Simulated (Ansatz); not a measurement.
**ZrO2 (P4_2/nmc): exact exchange against the cheap answer**

How far do hybrid functionals move ZrO2 (P4_2/nmc) from its cheap description, and at what price?

Method: DFT at several levels, plane waves, PAW, in Ansatz 0.2.0.

1 further run of the same task is left out (it didn't finish). Runs told in other sessions of the task aren't counted.

## (1) Starting point

The structure is tetragonal, space group P4_2/nmc (No. 137). Conventional cell: a = 3.591 Å, b = 3.591 Å, c = 5.192 Å, α = 90.00°, β = 90.00°, γ = 90.00°. Zr (site symmetry -4m2) has 8 O at 2.08 to 2.37 Å in its first shell of neighbours. O (site symmetry 2mm) is surrounded by 4 Zr at 2.08 to 2.37 Å.

Coordinates:

```
Zr O
1.0
     3.59077    0.00000    0.00000
     0.00000    3.59077    0.00000
     0.00000    0.00000    5.19238
Zr O
2 4
Direct
  0.00000 0.00000 0.00000
  0.50000 0.50000 0.50000
  0.00000 0.50000 0.20061
  0.00000 0.50000 0.70061
  0.50000 0.00000 0.29939
  0.50000 0.00000 0.79939
```

At PBE, an earlier run found 5.93 GPa for this cell of 11.158 Å³/atom (6×6×6 mesh), mesh gap 4.08 eV. The cell is compressed at this level.

All runs below keep this geometry.

Levels to run, all on a 4×4×4 mesh: PBE; PBE0 form (fraction 1/ε∞); CAM-B3LYP; HSE06 form (screening 0.4 Å⁻¹). Hardware: 4 threads of Arm Neoverse V1, shared host.

## (2) PBE

Contents of input.yaml:

```yaml
crystal:
  lattice:
    - [3.5907677829, 0.0, 0.0]
    - [0.0, 3.5907677829, 0.0]
    - [0.0, 0.0, 5.1923846787]
  atoms:
    - { symbol: Zr, position: [0.0, 0.0, 0.0] }
    - { symbol: Zr, position: [0.5, 0.5, 0.5] }
    - { symbol: O, position: [0.0, 0.5, 0.2006086316] }
    - { symbol: O, position: [0.0, 0.5, 0.7006086316] }
    - { symbol: O, position: [0.5, 0.0, 0.2993913684] }
    - { symbol: O, position: [0.5, 0.0, 0.7993913684] }
basis:
  ecutwfc: 420
  ecutrho_ratio: 4
kpoints:
  mp_grid: { grid: [4, 4, 4] }
hamiltonian:
  xc: pbe
scf:
  occupations: { method: gaussian, width: 0.05 }
output:
  forces: true
  stress: true
  eigenvalues: true
  populations: true
  write_density: true
  write_potential: true
  elf: true
  volumetric_format: npy
```

Started as:

```
$ ansatz run input.yaml --threads 4 --pin off --max-ram 8192MiB --backend cpu --events-out ev --progress --plain --runs-dir out
```

Further steps of the session: PBE0 form (fraction 1/ε∞); CAM-B3LYP; HSE06 form (screening 0.4 Å⁻¹).

Q: Predict the outcome of this session. Wanted: for each run, exact exchange; change of gap; pressure.

The runs gave:

| level | exact exchange | gap on the mesh (eV) | change of gap (eV) | pressure (GPa) | wall time | CPU time |
| --- | --- | --- | --- | --- | --- | --- |
| PBE | 0.00 | 4.07 | 0 | 5.9 | 1 s | 3.5 s |
| PBE0 form (fraction 1/ε∞) | 0.18 | 5.79 | +1.72 | 1.2 | 31 s | 1.7 min |
| CAM-B3LYP | by range | 8.95 | +4.88 | 1.6 | 22 s | 68 s |
| HSE06 form (screening 0.4 Å⁻¹) | 0.25 | 5.22 | +1.15 | 0.1 | 19 s | 60 s |

Changes count from PBE. Times are on 4 threads of Arm Neoverse V1, shared host; the hybrid runs also made densities of states.

Against 4.07 eV at PBE, the runs with exact exchange give 5.22 (HSE06 form (screening 0.4 Å⁻¹)) to 8.95 eV (CAM-B3LYP). The pressure spans 0.1 to 5.9 GPa, negative where a level wants a smaller cell on this coarse mesh, whose own error is in all of them. The median run with exact exchange took 19 times the CPU time of the cheap one. Gaps are over this coarse mesh alone, and total energies of different levels can't be compared. The program warned that the SCF threshold is loose for the stress of this hybrid run.
